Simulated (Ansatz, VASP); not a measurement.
SiW3 in VASP and in Ansatz

```
CELL_PARAMETERS angstrom
-2.60617 2.60617 2.60617
2.60617 -2.60617 2.60617
2.60617 2.60617 -2.60617
ATOMIC_POSITIONS crystal
Si 0.00000 0.00000 0.00000
W 0.50000 0.50000 0.00000
W 0.50000 0.00000 0.50000
W 0.00000 0.50000 0.50000
```

The cell comes from a database or a generator and needn't be the stable form of this composition.

Alike in both runs: task single point; functional PBEsol; k mesh 6 × 6 × 6; occupations gaussian, width 0.1 eV; no spin polarisation.

|  | VASP | Ansatz |
| --- | --- | --- |
| version | VASP 6.6.1 | Ansatz 0.2.0 |
| potentials or method | VASP PAW PBE potentials, release 64 (Si, W_sv) | scalar-relativistic, plane waves, PAW |
| plane-wave cutoff (eV) | 520 | 420 |
| valence electrons in the cell | 46 | 46 |

Ansatz gave:

```
gap on the k mesh at the Fermi level (eV) : none
pressure (GPa)                            : -5.6
```

Question: What did VASP give for the same quantities?

Answer: gap on the k mesh at the Fermi level (eV): none; pressure (GPa): -5.2.

A gap of «none» marks a metal or a gap that the smearing closes. The functional is the same, so the differences come from potentials, cutoffs and numerics.

Caveats: the PAW data sets were made with another functional, which shifts forces and pressure a little (VASP). The runs have no spin-orbit coupling, so splittings on W are missing.
